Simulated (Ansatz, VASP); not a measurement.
**FeO in VASP and in Ansatz**

```
CELL_PARAMETERS angstrom
2.59494 0.00000 0.00000
0.00000 2.59494 0.00000
0.00000 0.00000 2.59494
ATOMIC_POSITIONS crystal
Fe 0.00000 0.00000 0.00000
O 0.50000 0.50000 0.50000
```

The cell comes from a database or a generator and needn't be the stable form of this composition.

Alike in both runs: task single point; functional PBE; k mesh 10 × 10 × 10; occupations fermi-dirac, width 0.05 eV; collinear spin.

|  | VASP | Ansatz |
| --- | --- | --- |
| version | VASP 6.6.1 | Ansatz 0.2.0 |
| potentials or method | VASP PAW PBE potentials, release 64 (Fe, O) | Ansatz PAW |
| plane-wave cutoff (eV) | 520 | 420 |
| valence electrons in the cell | 14 | 22 |

VASP gave:

| Quantity | Value |
| --- | --- |
| gap on the k mesh at the Fermi level (eV) | none |
| pressure (GPa) | 14.3 |
| net moment per atom (μB) | 2.00 |
| size of the moment on the site where the two differ most (μB) | 3.52 |

What did Ansatz give for the same quantities?

gap on the k mesh at the Fermi level (eV): none; pressure (GPa): 14.3; net moment per atom (μB): 2.00; size of the moment on the site where the two differ most (μB): 3.43.

Site moments also hang on the region over which each program counts them. A gap of «none» marks a metal or a gap that the smearing closes. The two sets of potentials don't hold the same shells in valence.

Caveats: a cell with one magnetic atom can't hold antiferromagnetic order, which such compounds often take; semilocal functionals often make such compounds metallic where correlation or magnetic order opens a gap, which also shifts bond lengths; the pressure holds a Pulay correction of +0.8 GPa for the finite cutoff (Ansatz).
